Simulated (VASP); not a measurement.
A run of VASP 6.6.1 is set up as follows.

File INCAR:

```
ALGO = Normal
EDIFF = 1E-6
ENCUT = 520
GGA = PE
ISIF = 2
ISMEAR = -1
LASPH = True
LCHARG = True
LELF = True
LREAL = False
LVHAR = True
LWAVE = False
NBANDS = 8
NELM = 100
PREC = Accurate
SIGMA = 0.08
```

The input KPOINTS:

```
k-points
0
Gamma
  12 12 12
```

File POSCAR:

```
Sb
1.0
    3.1600000000      0.0000000000      0.0000000000
    0.0000000000      3.1600000000      0.0000000000
    0.0000000000      0.0000000000      3.1600000000
Sb
1
Direct
    0.0000000000      0.0000000000      0.0000000000
```

Potentials or basis: VASP PAW PBE potentials, release 64 (Sb).

The run is started by

```bash
$ cat potpaw_PBE.64/Sb/POTCAR > POTCAR
$ mpirun -np 1 vasp_std > vasp.out
```

**Question.** What does it give for the band gap on the k mesh?

**Answer.** None (metal or under the smearing width).

**Question.** Predict the pressure.

**Answer.** -2.3 GPa.

Spin-orbit coupling is left out, which matters for the levels of Sb.
